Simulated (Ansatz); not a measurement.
A band-structure calculation of CdSe (F-43m) from a database structure with the PAW code Ansatz, at the level PBE. The geometry is the r2SCAN minimum.

input.yaml:
```yaml
crystal:
  lattice:
    - [0.0, 3.0678017005, 3.0678017005]
    - [3.0678017005, 0.0, 3.0678017005]
    - [3.0678017005, 3.0678017005, 0.0]
  atoms:
    - { symbol: Cd, position: [0.0, 0.0, 0.0] }
    - { symbol: Se, position: [0.75, 0.75, 0.75] }
kpoints:
  mp_grid: { grid: [8, 8, 8] }
  band_path:
    path:
      - [[0.0, 0.0, 0.0], [-0.5, -0.5, -9.135057906747e-34], [-0.375, -0.375, 0.25]]
      - [[-0.375, 1.255365987465e-19, 0.375], [0.0, 0.0, 0.0], [-1.718671083843e-17, -1.718671083843e-17, 0.5], [-0.5, -0.25, 0.25], [-0.5, -0.5, -9.135057906747e-34]]
    npoints: 10
hamiltonian:
  xc: pbe
scf:
  occupations: { method: fermi_dirac, width: 0.02 }
  n_extra_bands: 4
output:
  forces: true
  stress: true
  eigenvalues: true
```

Command: `ansatz run input.yaml --threads 2 --pin off --max-ram 29491MiB --backend cpu --events-out ev --progress --plain --runs-dir out`. Wall time 2.6 s on 2 threads of AMD EPYC 7R13 Processor (Zen 3), on a shared host, load about 1.9 per core; peak host memory 0.49 GiB.

What the program printed (shortened):
```
scf.n_extra_bands = 4 over 18 filled bands (N_el = 36.0): the run solves 22 bands
Functional definition: PBE
Crystal: 2 atoms, lattice volume = 57.745 Å³
Basis set: ecut = 420 eV, 1139 PW (Γ)
Symmetry: 24 space group operations
Space group: F-43m (ITA 216)
k-points: 29 of 512 (time reversal used)
preconditioner: auto → none  [insulator: Δε(μ)=0.541 eV  σ=0.020 eV  ℏωp=20.7 eV]
SCF converged after 6 iterations
Free energy (F): -13724.788803 eV
Fermi energy:    7.393507 eV
--- Stress (GPa, compression-positive) ---
        1.408400       0.000000       0.000000
        0.000000       1.408400       0.000000
        0.000000       0.000000       1.408400
  P = ⅓ Tr σ = 1.4084 GPa (14.084 kbar)
--- Band table (eV; the first three rows and the last of 29) ---
  k-point 0: bands = […, -0.7381, -0.3907, -0.3907, 7.1047, 7.1047, 7.1047, 7.6600, 13.0466, 13.0466, 13.0466]
  k-point 1: bands = […, -0.6915, -0.3915, -0.3915, 5.9169, 6.9861, 6.9861, 8.6547, 12.8247, 13.2420, 13.2420]
  k-point 2: bands = […, -0.5356, -0.3886, -0.3886, 4.5106, 6.7234, 6.7234, 9.3555, 13.0213, 13.5505, 13.5505]
  k-point 28: bands = […, -0.4221, -0.3858, 0.0597, 3.2472, 4.9730, 5.0089, 12.0274, 12.3242, 13.5293, 14.7084]
```

The rows of the band table are 0: (0, 0, 0) = Γ, 1: (0, 0, 1/8), 2: (0, 0, 1/4), 28: (1/4, -1/2, -1/4) = W.

Levels along the path, in eV from the valence top (v1 is the last filled band, c1 the first empty one):
```
point  distance (1/Å)     v1    c1
    Γ            0.00   0.00  0.56
    ·            0.51  -0.98  3.23
    X            1.02  -1.76  3.20
    ·            1.21  -1.68  3.45
    U            1.39  -1.44  3.72
    K            1.39  -1.44  3.72
    ·            1.82  -0.59  3.49
    ·            2.36  -0.01  0.99
    Γ            2.47   0.00  0.56
    ·            2.83  -0.27  2.05
    ·            3.27  -0.70  2.37
    L            3.36  -0.71  2.36
    ·            3.65  -1.00  3.43
    ·            4.01  -1.94  4.85
    W            4.08  -2.10  4.92
    ·            4.29  -1.99  4.19
    ·            4.54  -1.77  3.23
    X            4.60  -1.76  3.20
```

With PBE the gap is 0.56 eV and direct, at Γ. At this geometry PBE finds +1.41 GPa, compression counted positive: its own equilibrium volume is larger.

No spin polarisation and no zero-point or thermal motion.

Spin-orbit coupling is left out.
